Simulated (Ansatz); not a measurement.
In: from a trial structure to a relaxed crystal

Level of theory: DFT PBEsol, scalar-relativistic, plane waves, PAW in Ansatz 0.2.0. Cutoff 420 eV, Γ-centred k mesh, Gaussian smearing, no spin polarisation in the final step.

The start puts In on the fcc structure type (Fm-3m, No. 225), at a guessed volume.

```xyz
1
Lattice="0.0000 2.4028 2.4028 2.4028 0.0000 2.4028 2.4028 2.4028 0.0000" Properties=species:S:1:pos:R:3 pbc="T T T"
In    0.0000    0.0000    0.0000
```

Steps on the 20×20×20 mesh (1 atom). 4 of 5 steps are shown, and the free energy counts from the last. Trial steps that were taken back and renewals of the plane-wave basis can be among the rows.

```csv
step,ΔF (meV/atom),V (Å³/atom),P (GPa)
1,22.7,27.75,-3.02
2,0.4,25.93,-0.67
3,-0.5,25.46,0.14
5,0.0,25.54,-0.01
```

A final relaxation ran on a 20×20×20 mesh. The relaxed crystal, Fm-3m (No. 225):

Space group Fm-3m (No. 225). a = 4.675 Å, b = 4.675 Å, c = 4.675 Å, α = 90.00°, β = 90.00°, γ = 90.00°
```tsv
atom	site	symmetry	x	y	z
In	4a	m-3m	0.0000	0.0000	0.0000
```

For In, the volume per atom is 25.54 Å³. The density is 7.47 g/cm³ and the gap on the 20×20×20 mesh is 0 eV (a metal).

The final run used a 20×20×20 mesh on its 1-atom cell and 0.10 eV smearing.

A structure relaxed within its symmetry needn't be a true minimum.